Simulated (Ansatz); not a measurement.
Two-dimensional strain map in Rh

Theory: DFT PBEsol, scalar-relativistic, plane waves, PAW in Ansatz. Settings: plane waves to 420 eV, k-mesh 24×24×14 (Γ-centred), Gaussian smearing 0.15 eV. No spin polarisation. Energies are free energies at this smearing, counted from the undisturbed cell; pressure is positive in compression.

The undisturbed cell (relaxed at this level; with this scan's settings it stands at 0.1 GPa; this form isn't the usual structure):

```xyz
2
Lattice="2.6887 0.0000 0.0000 -1.3444 2.3285 0.0000 0.0000 0.0000 4.3290" Properties=species:S:1:pos:R:3 pbc="T T T"
Rh    1.3444    0.7762    3.2468
Rh    0.0000    1.5523    1.0823
```

The cell is strained by p along both x and y and by q along z, fractional coordinates fixed. Points are written (p, q).

Energy above the undisturbed cell in meV/atom (a dash: not computed):

| p \ q | -0.080 | -0.040 | 0.000 | 0.040 | 0.080 |
| --- | --- | --- | --- | --- | --- |
| -0.080 | 1003.9 | 681.2 | 493.0 | 406.2 | 394.1 |
| -0.040 | 432.6 | 212.1 | 104.6 | 79.5 | 114.7 |
| 0.000 | 173.4 | 40.0 | 0.0 | 28.3 | 104.1 |
| 0.040 | ? | ? | 78.5 | 150.4 | 260.4 |
| 0.080 | 204.2 | 207.0 | ? | ? | 515.7 |

(1) Fill in the withheld energies.

Answers

(1) (0.040, -0.080): 121.0; (0.040, -0.040): 61.8; (0.080, 0.000): 270.9; (0.080, 0.040): 378.5.

Cost: 25 runs of about 4.8 core-minutes in all, on Arm Neoverse V2 (shared hosts).